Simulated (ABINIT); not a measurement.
The system is Zn.

```xyz
1
Lattice="-1.5690 1.5690 1.5690 1.5690 -1.5690 1.5690 1.5690 1.5690 -1.5690" Properties=species:S:1:pos:R:3 pbc="T T T"
Zn    0.0000    0.0000    0.0000
```

This isn't the form of Zn at room conditions, which is hcp.

Base run:

| Item | Value |
| --- | --- |
| Program | ABINIT 10.8.3 (patched build) |
| Functional | AM05 |
| Potentials or basis | JTH PAW PBE v2.0 |
| Cutoff | 707 eV |
| k mesh | 12 × 12 × 12 |
| Occupations | fermi-dirac, width 0.05 eV |
| Spin | no spin polarisation |

Its results: band gap on the k mesh none (metal or under the smearing width); pressure -5.5 GPa.

**Question.** The run is repeated on the same cell with these changes: functional from AM05 to SCAN. What comes out?

**Answer.** Band gap on the k mesh none (metal or under the smearing width); pressure -6.8 GPa.

Caveats: the PAW data sets were made with another functional, which shifts forces and pressure a little.
